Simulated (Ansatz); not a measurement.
## YN single point

input.yaml (Ansatz 0.2.0)

```yaml
crystal:
  lattice:
    - [0.0, 2.480885, 2.480885]
    - [2.480885, 0.0, 2.480885]
    - [2.480885, 2.480885, 0.0]
  atoms:
    - { symbol: "N", position: [0.0, 0.0, 0.0] }
    - { symbol: "Y", position: [0.5, 0.5, 0.5] }
  symmetry: { tolerance: 0.0003 }
kpoints:
  mp_grid: { grid: [9, 9, 9], shift: [0, 0, 0] }
  band_path:
    path:
      - [0.0, 0.0, 0.0]
      - [0.5, 0.0, 0.5]
      - [0.625, 0.25, 0.625]
      - [0.375, 0.375, 0.75]
      - [0.0, 0.0, 0.0]
      - [0.5, 0.5, 0.5]
      - [0.5, 0.25, 0.75]
      - [0.5, 0.0, 0.5]
    npoints: 8
magnetization:
  spin_polarized: false
scf:
  occupations: { method: cold, width: 0.0506 }
  lower_state_search: "off"
  max_iter: 200
hamiltonian:
  pseudopotentials: { kind: paw }
  xc: pbe
basis:
  ecutwfc: 420
  fft_grid_basis: typed
output:
  forces: true
  stress: true
  eigenvalues: true
  bader: true
  populations: true
  elf: true
  write_potential: true
  volumetric_format: npy
  dos:
    e_range: [-12, 8]
    de: 0.05
    projected: { site_lists: { "N": ["N"], "Y": ["Y"] } }
checkpoint:
  read: saved_state
```

The saved state is an earlier solution for the same cell, perhaps on another mesh. 

Excerpt of what it printed:

```
SCF iter   1: F=—  Δρ=9.19e-4  dr2=3.47e-4
SCF iter   2: F=—  S|Δr|=   5.66e-6  Δρ=2.27e-4  dr2=2.04e-5
SCF iter   3: F=—  S|Δr|=   9.56e-7  Δρ=5.90e-5  dr2=7.29e-7
SCF iter   4: F=-4236.0636 eV  S|Δr|=   8.10e-8  Δρ=5.41e-6  dr2=5.45e-9
Free energy (F): -4236.0636 eV
F+E_penalty+E_count: -4236.0636 eV  (lagrangian_ev)
Harris-Foulkes:  -4236.0636 eV  (|F-HF|=3.54e-9)
Internal energy: -4236.0636 eV  (E = F + TS)
E sigma→0 (E₀):  -4236.0636 eV
Entropy (-TS):   0.0000 eV (0.000 meV/atom)
Fermi energy:    11.5577 eV
--- Per-component energies (eV) ---
  E_band       = -60.7388
  E_kinetic    = 434.9631
  E_local      = -625.5637  (includes V_loc(G=0)·N_el)
  E_nonlocal   = 94.5372
  E_hartree    = 192.1606
  E_xc         = -234.9699
  E_vxc        = -277.4893  (∫ρ·V_xc dr)
  E_paw        = -2951.9272  (= ΣΔE_a)
  E_vpaw       = -71.5062  (= ΣTr[D̂ρ^β])
  E_aug_tail   = 0.0000  (compensation charges beyond the density's cutoff)
  E_ewald      = -1145.2638
  E_smearing   = 0.0000  (= −TS)
  E_count      =  0.0000  (occupations off the electron count; not in F)
--- Stress (GPa, compression-positive) ---
       -5.0202       0.0000       0.0000
        0.0000      -5.0202       0.0000
        0.0000       0.0000      -5.0202
  P = ⅓ Tr σ = -5.0202 GPa (-50.202 kbar)
--- Bader charges: 2 sites ---
  site symbol  charge [e]  shift [e]
     0      N     -1.8986     0.0001
     1      Y      1.8986     0.0001
```

Origin: a database entry at a rescaled volume.
